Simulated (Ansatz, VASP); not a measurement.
Two plane-wave programs on InAs

```
In As
1.0
     0.00000    3.01800    3.01800
     3.01800    0.00000    3.01800
     3.01800    3.01800    0.00000
In As
1 1
Direct
  0.00000 0.00000 0.00000
  0.25000 0.25000 0.25000
```

The cell was built by a generator and needn't be a form met in nature.

Alike in both runs: task relaxation of cell and atoms; functional PBEsol; k mesh 12 × 12 × 12; occupations gaussian, width 0.1 eV; no spin polarisation.

|  | VASP | Ansatz |
| --- | --- | --- |
| version | VASP 6.6.1 | Ansatz 0.2.0 |
| potentials or method | VASP PAW PBE potentials, release 64 (In_d, As) | scalar-relativistic, plane waves, PAW |
| plane-wave cutoff (eV) | 600 | 420 |
| valence electrons in the cell | 18 | 28 |

|  | VASP | Ansatz | Ansatz less VASP |
| --- | --- | --- | --- |
| gap on the k mesh at the Fermi level, each at its own relaxed structure (eV) | none | none | - |
| relaxed volume (Å³/atom) | 28.24 | 28.20 | -0.042 |
| relaxed cell length with the largest relative difference (Å) | 4.307 | 4.305 | -0.0021 |
| energy change over the relaxation (meV/atom) | -4 | -3 | +0.5 |

A gap of «none» marks a metal or a gap that the smearing closes. The two sets of potentials don't hold the same shells in valence.

Caveats: the PAW data sets were made with another functional, which shifts forces and pressure a little (VASP); this crystal is a semiconductor, whose small gap the functional closes, so the metal is an error of the method.
